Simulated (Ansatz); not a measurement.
Where the states of PbS lie

```cif
data_structure
_symmetry_space_group_name_H-M 'F-43m'
_symmetry_Int_Tables_number 216
_cell_length_a 6.6445
_cell_length_b 6.6445
_cell_length_c 6.6445
_cell_angle_alpha 90.000
_cell_angle_beta 90.000
_cell_angle_gamma 90.000
_cell_volume 293.35
loop_
_atom_site_label
_atom_site_type_symbol
_atom_site_symmetry_multiplicity
_atom_site_Wyckoff_symbol
_atom_site_fract_x
_atom_site_fract_y
_atom_site_fract_z
_atom_site_occupancy
Pb1 Pb 4 a 0.00000 0.00000 0.00000 1
S1 S 4 d 0.25000 0.25000 0.75000 1
```

The runs use the primitive cell with vectors (0.000, 3.322, 3.322), (3.322, 0.000, 3.322), (3.322, 3.322, 0.000) Å, to which the k mesh refers.

The structure comes from a relaxation in the same program, started in the zincblende type, and has space group F-43m. Whether it is a known phase or the ground state wasn't checked.

Spin–orbit coupling is left out, though it moves levels of the heavy atoms by tenths of an eV or more.

These are results of DFT, PBE, all-electron LAPW, scalar-relativistic (Ansatz 0.2.0), not measurements.

The runs use a Γ-centred 11×11×11 k mesh, Fermi–Dirac smearing of 0.03 eV, basis error target 1 meV/atom, no spin polarisation.

States per eV and cell, averaged over 0.6 eV, from -3.4 to 3.6 eV, with energies (bin centres) from the valence-band top; empty bins are left out. The partial columns, the largest 4 alone, are projections on Löwdin-orthogonalised atomic shells (those that the program's projection atoms carry: the occupied ones and, for some elements, an empty d or f shell; other empty shells have no column), summed over atoms of an element. Weights on diffuse s and p shells depend on that basis and aren't pure angular character.

```json
{"E (eV)": "-3.2", "total": "1.80", "S 3p": "1.15", "Pb 6p": "0.62", "Pb 6s": "0.01", "S 3s": "0.01"}
{"E (eV)": "-2.6", "total": "3.33", "S 3p": "2.38", "Pb 6p": "0.91", "Pb 6s": "0.02", "S 3s": "0.01"}
{"E (eV)": "-2.0", "total": "1.55", "S 3p": "1.25", "Pb 6p": "0.28", "Pb 6s": "0.01", "S 3s": "0.00"}
{"E (eV)": "-1.4", "total": "0.79", "S 3p": "0.56", "Pb 6p": "0.12", "Pb 6s": "0.07", "S 3s": "0.02"}
{"E (eV)": "-0.8", "total": "1.41", "S 3p": "1.03", "Pb 6p": "0.15", "Pb 6s": "0.18", "S 3s": "0.04"}
{"E (eV)": "-0.2", "total": "1.12", "S 3p": "0.85", "Pb 6p": "0.06", "Pb 6s": "0.17", "S 3s": "0.01"}
{"E (eV)": "1.0", "total": "0.25", "S 3p": "0.01", "Pb 6p": "0.20", "Pb 6s": "0.00", "S 3s": "0.03"}
{"E (eV)": "1.6", "total": "0.75", "S 3p": "0.06", "Pb 6p": "0.57", "Pb 6s": "0.01", "S 3s": "0.06"}
{"E (eV)": "2.2", "total": "1.45", "S 3p": "0.19", "Pb 6p": "1.06", "Pb 6s": "0.02", "S 3s": "0.09"}
{"E (eV)": "2.8", "total": "1.68", "S 3p": "0.28", "Pb 6p": "1.23", "Pb 6s": "0.01", "S 3s": "0.05"}
{"E (eV)": "3.4", "total": "3.23", "S 3p": "0.76", "Pb 6p": "2.14", "Pb 6s": "0.02", "S 3s": "0.05"}
```

Task: Which of the resolved shells contributes most in the top eV of the valence band?

Result: S 3p, with 75 % of all states there; Pb 6s follows with 14 %.
